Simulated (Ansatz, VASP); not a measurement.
**One calculation of MgB2, two programs**

Contents of INCAR:

```
ALGO     = Normal         # electronic algorithm
EDIFF    = 1E-8           # SCF threshold, eV
ENCUT    = 520            # plane-wave cutoff, eV
GGA      = PE             # functional
ISIF     = 2              # what is computed and relaxed
ISMEAR   = -1             # smearing method
LASPH    = T              # aspherical terms in the spheres
LCHARG   = F              # write CHGCAR
LEFG     = T            
LREAL    = F              # projectors in reciprocal space
LWAVE    = F              # write WAVECAR
NBANDS   = 11             # bands
NELM     = 80             # most SCF steps
PREC     = Accurate       # precision mode
SIGMA    = 0.05           # smearing width, eV
```

The input KPOINTS:

```
k-points
0
Gamma
  12 12 9
```

File POSCAR:

```
MgB2
1.0
    3.0746829003      0.0000000000      0.0000000000
   -1.5373414502      2.6627535003      0.0000000000
    0.0000000000      0.0000000000      3.5112173033
Mg B
1 2
Direct
    0.0000000000      0.0000000000      0.0000000000
    0.3333333333      0.6666666667      0.5000000000
    0.6666666667      0.3333333333      0.5000000000
```

Input for Ansatz:

```yaml
crystal:
  lattice:
    - [3.0746829003, 0.0, 0.0]
    - [-1.5373414502, 2.6627535003, 0.0]
    - [0.0, 0.0, 3.5112173033]
  atoms:
    - { symbol: Mg, position: [0.0, 0.0, 0.0] }
    - { symbol: B, position: [0.3333333333, 0.6666666667, 0.5] }
    - { symbol: B, position: [0.6666666667, 0.3333333333, 0.5] }
kpoints:
  mp_grid: { grid: [12, 12, 9] }
scf:
  occupations: { method: fermi_dirac, width: 0.05 }
hamiltonian:
  xc: pbe
  pseudopotentials: { kind: all_electron, datasets: crystal }
output:
  forces: true
  stress: true
  eigenvalues: true
  efg: { contact_densities: true }
```

Change from the starting cell: volume scaled by 0.99, crystal datasets.

Alike in both runs: task electric field gradients; functional PBE; k mesh 12 × 12 × 9; occupations fermi-dirac, width 0.05 eV; no spin polarisation.

|  | VASP | Ansatz |
| --- | --- | --- |
| version | VASP 6.6.1 | Ansatz 0.2.0 |
| potentials or method | VASP PAW PBE potentials, release 64 (Mg, B) | all-electron PAW with datasets made for the crystal, scalar-relativistic |
| plane-wave cutoff (eV) | 520 | see its input |

VASP gave:

| Property | Result |
| --- | --- |
| pressure (GPa) | 0.2 |
| largest component of the traceless stress (GPa) | 0.17 |
| Vzz of the field gradient on the site that differs most (V/Å²) | -0.2 |

Task: What did Ansatz give for the same quantities?

Result: Pressure (GPa): 0.4; largest component of the traceless stress (GPa): 0.02; Vzz of the field gradient on the site that differs most (V/Å²): -2.6.

Ansatz ran all-electron here, so the differences hold the error of VASP's frozen core and of both bases.
